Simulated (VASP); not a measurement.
# BeTe: single point with PBE

Crystal: BeTe.

```xyz
2
Lattice="0.0000 2.7700 2.7700 2.7700 0.0000 2.7700 2.7700 2.7700 0.0000" Properties=species:S:1:pos:R:3 pbc="T T T"
Te    4.1550    4.1550    4.1550
Be    0.0000    0.0000    0.0000
```

| Quantity | Value |
| --- | --- |
| Program | VASP 6.6.1 |
| Task | single point |
| Functional | PBE |
| Potentials or basis | VASP PAW PBE potentials, release 64 (Te, Be) |
| Cutoff | 520 eV |
| k mesh | 8 × 8 × 8 |
| Occupations | gaussian, width 0.013 eV |
| Spin | no spin polarisation |

* Pressure: 4.5 GPa
* Band gap on the k mesh: 1.85 eV, indirect (least direct gap 3.56 eV)

Levels at points of the mesh, in eV from the valence-band top:
```tsv
k point	band 1	band 2	band 3	band 4	band 5	band 6	band 7	band 8	band 9
(0.00, 0.00, 0.00)	-12.63	0.00	0.00	0.00	3.56	3.56	3.56	4.19	8.39
(0.50, 0.00, 0.00)	-11.16	-5.87	-1.22	-1.22	3.21	4.56	4.56	7.79	11.16
(0.50, 0.50, 0.00)	-10.62	-5.39	-2.84	-2.84	1.85	2.59	10.02	10.02	11.84
```

Run time: 19 s on 1 thread of Intel(R) Xeon(R) Platinum 8488C (Sapphire Rapids), on a shared host, peak memory 0.16 GiB.

Caveat: spin-orbit coupling is left out, which moves the levels of the heavy elements. A hybrid or GW would open this gap; PBE tends to underestimate it.
